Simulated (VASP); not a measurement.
Level of theory: PBEsol GGA, VASP's PBE PAW potentials (set 64) (plane waves; VASP).

A VASP calculation is set up with these files.

### KPOINTS
```
Automatic mesh
0
Gamma
6 6 6
0 0 0
```

**POSCAR**
```
BaF2
1.0
  0.0000000000   2.9646436803   3.0881705003
  2.9646436803   0.0000000000   3.0881705003
  2.9646436803   2.9646436803   0.0000000000
Ba F
1 2
Cart
  0.0000000000   0.0000000000   0.0000000000
  1.4823218402   1.4823218402   1.5440852501
  4.4469655205   4.4469655205   4.6322557504
```

### INCAR
```
EDIFFG=-0.01   # ionic stop
SYSTEM=BaF2
NSW=30   # most ionic steps
LASPH=.TRUE.
EDIFF=1E-7
GGA=PS
NELM=100
LCHARG=.FALSE.
ISMEAR=0
IBRION=2   # conjugate gradients
SIGMA=0.05
PREC=Accurate
LWAVE=.FALSE.
ENCUT=600
ISIF=2
LMAXMIX=4   # l cut-off of mixed one-centre charges
ALGO=Normal   # blocked Davidson
LREAL=.FALSE.
```

POTCAR, in this order: Ba_sv F (PBE.64 set). Program: vasp_std.

Output

### OUTCAR
```
 ion  position               nearest neighbor table
   1  0.000  0.000  0.000-   3 2.60   3 2.60   2 2.60   2 2.60   3 2.60   2 2.60   3 2.60   2 2.60
  LATTYP: Found a body centered tetragonal cell.
 ALAT       =     4.1926393003
 C/A-ratio  =     1.4731391275
 Subroutine PRICEL returns:
 Original cell was already a primitive cell.
 Subroutine GETGRP returns: Found 16 space group operations
The static configuration has the point symmetry D_4h.
The dynamic configuration has the point symmetry D_4h.
 Subroutine INISYM returns: Found 16 space group operations
 Subroutine IBZKPT returns following result:
 Found     30 irreducible k-points:

 Following reciprocal coordinates:
            Coordinates               Weight
  0.000000  0.000000  0.000000      1.000000
  0.166667  0.000000  0.000000      8.000000
  0.333333  0.000000  0.000000      8.000000
  0.500000  0.000000  0.000000      4.000000
  0.166667  0.166667  0.000000      2.000000
  0.333333  0.166667  0.000000      8.000000
  0.500000  0.166667  0.000000      8.000000
 -0.333333  0.166667  0.000000      8.000000
 -0.166667  0.166667  0.000000      4.000000
  0.333333  0.333333  0.000000      2.000000
  0.500000  0.333333  0.000000      8.000000
 -0.333333  0.333333  0.000000      4.000000
  0.500000  0.500000  0.000000      1.000000
  0.166667  0.000000  0.166667      4.000000
  0.333333  0.000000  0.166667     16.000000
  0.500000  0.000000  0.166667     16.000000
 -0.333333  0.000000  0.166667     16.000000
 -0.166667  0.000000  0.166667      8.000000
  0.500000  0.333333  0.166667      8.000000
 -0.333333  0.333333  0.166667     16.000000
 -0.166667  0.333333  0.166667      8.000000
 -0.333333  0.500000  0.166667      4.000000
  0.333333  0.000000  0.333333      4.000000
  0.500000  0.000000  0.333333     16.000000
...
```

**OSZICAR**
```
       N       E                     dE             d eps       ncg     rms          rms(c)
DAV:   1     0.166872954417E+03    0.16687E+03   -0.14599E+04   960   0.158E+03
DAV:   2    -0.124559270365E+02   -0.17933E+03   -0.17541E+03  1232   0.313E+02
DAV:   3    -0.189208662617E+02   -0.64649E+01   -0.64575E+01  1264   0.678E+01
DAV:   4    -0.190354174612E+02   -0.11455E+00   -0.11454E+00  1208   0.787E+00
DAV:   5    -0.190400568573E+02   -0.46394E-02   -0.46394E-02  1360   0.110E+00    0.877E+00
DAV:   6    -0.175470407027E+02    0.14930E+01   -0.78378E+00   960   0.238E+01    0.507E+00
DAV:   7    -0.175336143697E+02    0.13426E-01   -0.34985E-01  1200   0.528E+00    0.263E+00
DAV:   8    -0.175382871534E+02   -0.46728E-02   -0.52269E-02  1080   0.272E+00    0.324E-01
DAV:   9    -0.175439403153E+02   -0.56532E-02   -0.18539E-02  1072   0.982E-01    0.149E-01
DAV:  10    -0.175464726519E+02   -0.25323E-02   -0.48878E-03   976   0.478E-01    0.503E-02
DAV:  11    -0.175465013186E+02   -0.28667E-04   -0.27804E-04  1352   0.139E-01    0.237E-02
DAV:  12    -0.175465142926E+02   -0.12974E-04   -0.73872E-05   960   0.647E-02    0.340E-03
DAV:  13    -0.175465151123E+02   -0.81969E-06   -0.25966E-06  1272   0.113E-02    0.347E-03
DAV:  14    -0.175465153637E+02   -0.25132E-06   -0.69545E-07   960   0.610E-03    0.103E-03
DAV:  15    -0.175465153535E+02    0.10145E-07   -0.26711E-08  1048   0.144E-03
   1 F= -.17546515E+02 E0= -.17546515E+02  d E =-.175465E+02
```

OUTCAR:
```
------------------------ aborting loop because EDIFF is reached ----------------------------------------
  FORCE on cell =-STRESS in cart. coord.  units (eV):
  Direction    XX          YY          ZZ          XY          YZ          ZX
  --------------------------------------------------------------------------------------
  Total        2.2741583      2.2741583      1.6200946      0.0000000      0.0000000      0.0000000
  in kB       67.1204718     67.1204718     47.8161580      0.0000000      0.0000000      0.0000000
  external PRESSURE =      60.6857005 kB  Pullay stress =       0.0000000 kB
  volume of cell :       54.28
      direct lattice vectors                 reciprocal lattice vectors
     0.000000000  2.964643680  3.088170500    -0.168654332  0.168654332  0.161908159
     2.964643680  0.000000000  3.088170500     0.168654332 -0.168654332  0.161908159
     2.964643680  2.964643680  0.000000000     0.168654332  0.168654332 -0.161908159
 POSITION                                       TOTAL-FORCE (eV/Angst)
 -----------------------------------------------------------------------------------
      0.00000      0.00000      0.00000         0.000000     -0.000000     -0.000000
      1.48232      1.48232      1.54409         0.000000      0.000000     -0.000000
      4.44697      4.44697      4.63226        -0.000000     -0.000000      0.000000
 -----------------------------------------------------------------------------------
    total drift:                                0.000000      0.000000      0.000000
  FREE ENERGIE OF THE ION-ELECTRON SYSTEM (eV)
  ---------------------------------------------------
  free  energy   TOTEN  =       -17.5465153535 eV

  energy  without entropy=      -17.5465153535  energy(sigma->0) =      -17.54651535

 reached required accuracy - stopping structural energy minimisation
```
(Selected blocks of OUTCAR.)

### OUTCAR
```
 val. band max:       -1.7637819368   @ k =   0.5000   0.1667   0.3333

 cond. band min:       5.2104882305   @ k =   0.0000   0.0000   0.0000


 Fermi energy:        -1.5097118627

 k-point     1 :       0.0000    0.0000    0.0000
  band No.  band energies     occupation
      1     -24.6981      2.00000
      2     -20.7437      2.00000
      3     -20.5363      2.00000
      4      -9.3687      2.00000
      5      -9.3396      2.00000
      6      -9.3396      2.00000
      7      -3.6362      2.00000
      8      -3.6362      2.00000
      9      -3.5890      2.00000
     10      -1.9798      2.00000
     11      -1.8663      2.00000
     12      -1.8663      2.00000
     13       5.2105      0.00000
     14       7.4413      0.00000
     15       7.8651      0.00000
     16      10.0033      0.00000

 k-point     2 :       0.1667    0.0000    0.0000
  band No.  band energies     occupation
      1     -24.6153      2.00000
      2     -20.7815      2.00000
      3     -20.6404      2.00000
      4      -9.4299      2.00000
      5      -9.4188      2.00000
      6      -9.3960      2.00000
      7      -3.4900      2.00000
      8      -3.4797      2.00000
      9      -3.2510      2.00000
     10      -2.1229      2.00000
     11      -1.9498      2.00000
     12      -1.9111      2.00000
     13       5.8527      0.00000
     14       7.4951      0.00000
     15       7.8060      0.00000
     16       9.8324      0.00000

 k-point     3 :       0.3333    0.0000    0.0000
  band No.  band energies     occupation
      1     -24.4333      2.00000
      2     -20.9497      2.00000
      3     -20.7733      2.00000
      4      -9.5830      2.00000
      5      -9.5070      2.00000
      6      -9.5021      2.00000
      7      -3.2665      2.00000
      8      -3.2246      2.00000
      9      -2.5598      2.00000
     10      -2.4021      2.00000
     11      -1.9667      2.00000
     12      -1.9428      2.00000
     13       6.9803      0.00000
...
```

Unless said otherwise, spin-orbit coupling is left out, though it shifts the bands of the heavy elements here.

The compound is BaF2 in the fluorite structure. This cell was strained or had an atom moved on purpose.
